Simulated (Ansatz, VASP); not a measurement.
# One calculation of I, two programs

Contents of INCAR:

```
  ALGO = Normal
  EDIFF = 1E-7
  ENCUT = 520
  GGA = PE
  ISIF = 2
  ISMEAR = 0
  LASPH = True
  LCHARG = False
  LREAL = False
  LWAVE = False
  NBANDS = 22
  NELM = 60
  PREC = Accurate
  SIGMA = 0.01
```

KPOINTS

```
k-points
0
Gamma
  6 6 2
```

Contents of POSCAR:

```
I
1.0
    4.5815463766     -2.3591049815      0.0000000000
    4.5815463766      2.3591049815      0.0000000000
    0.0000000000      0.0000000000     10.0248841624
I
4
Direct
    0.8417984967      0.1582015033      0.8779801343
    0.3417984967      0.6582015033      0.6220198657
    0.1582015033      0.8417984967      0.1220198657
    0.6582015033      0.3417984967      0.3779801343
```

Input for Ansatz:

```yaml
crystal:
  lattice:
    - [4.5815463766, -2.3591049815, 0.0]
    - [4.5815463766, 2.3591049815, 0.0]
    - [0.0, 0.0, 10.0248841624]
  atoms:
    - { symbol: I, position: [0.8417984967, 0.1582015033, 0.8779801343] }
    - { symbol: I, position: [0.3417984967, 0.6582015033, 0.6220198657] }
    - { symbol: I, position: [0.1582015033, 0.8417984967, 0.1220198657] }
    - { symbol: I, position: [0.6582015033, 0.3417984967, 0.3779801343] }
kpoints:
  mp_grid: { grid: [6, 6, 2] }
hamiltonian:
  xc: pbe
scf:
  occupations: { method: fixed }
  n_extra_bands: 5
output:
  forces: true
  stress: true
  eigenvalues: true
```

Alike in both runs: task single point; functional PBE; k mesh 6 × 6 × 2; no spin polarisation.

|  | VASP | Ansatz |
| --- | --- | --- |
| version | VASP 6.6.1 | Ansatz 0.2.0 |
| potentials or method | VASP PAW PBE potentials, release 64 (I) | plane waves, PAW |
| plane-wave cutoff (eV) | 520 | 420 |
| occupations | gaussian, width 0.01 eV | fixed |
| valence electrons in the cell | 28 | 68 |

|  | VASP | Ansatz | Ansatz less VASP |
| --- | --- | --- | --- |
| gap on the k mesh at the Fermi level (eV) | 0.95 | 0.94 | -0.007 |
| pressure (GPa) | -1.0 | -0.9 | +0.02 |
| largest component of the traceless stress (GPa) | 0.95 | 0.93 | -0.026 |
| rms of the force components (eV/Å) | 0.159 | 0.150 | -0.0095 |

Atom by atom the forces differ by 0.010 eV/Å (rms over components). The two sets of potentials don't hold the same shells in valence.

Caveats: spin-orbit coupling is left out, which moves the levels of the heavy elements. A k mesh can miss the band edges.
